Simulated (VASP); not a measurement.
Ge: relaxation of the atoms with PBE

Ge:

```
Ge
1.0
     0.00000    2.93244    2.93244
     2.93244    0.00000    2.93244
     2.93244    2.93244    0.00000
Ge
2
Direct
  0.00000 0.00000 0.00000
  0.25000 0.25000 0.25000
```

The cell isn't the ideal one: a relaxed cell with its volume scaled by 1.04.

| Property | Result |
| --- | --- |
| Program | VASP 6.6.1 |
| Task | relaxation of the atoms |
| Functional | PBE |
| Potentials or basis | VASP PAW PBE potentials, release 64 (Ge) |
| Cutoff | 300 eV |
| k mesh | 5 × 5 × 5 |
| Occupations | gaussian, width 0.03 eV |
| Spin | no spin polarisation |
| Further INCAR settings | ALGO = Normal; EDIFF = 1e-07; IBRION = 2; EDIFFG = -0.01; NSW = 40 |

```yaml
Pressure_after_relaxing: -1.9 GPa
Band_gap_on_the_k_mesh: none (metal or under the smearing width)
```

Final structure:
```
CELL_PARAMETERS angstrom
0.00000 2.93244 2.93244
2.93244 0.00000 2.93244
2.93244 2.93244 0.00000
ATOMIC_POSITIONS crystal
Ge 0.00000 0.00000 0.00000
Ge 0.25000 0.25000 0.25000
```

Levels at points of the mesh, in eV from the Fermi level:
| k point | band 1 | band 2 | band 3 | band 4 | band 5 | band 6 | band 7 | band 8 |
| --- | --- | --- | --- | --- | --- | --- | --- | --- |
| (0.00, 0.00, 0.00) | -11.94 | -0.83 | 0.06 | 0.06 | 0.06 | 2.54 | 2.54 | 2.54 |

Run time: 5.7 s on 1 thread of AMD EPYC 7R43 64-Core Processor (Zen 3), with other jobs on the host, peak memory 0.09 GiB.

Caveat: the k mesh is coarse (spacing up to 0.37 Å⁻¹), so the values aren't converged; the relaxation stopped at its first step, so nothing moved.
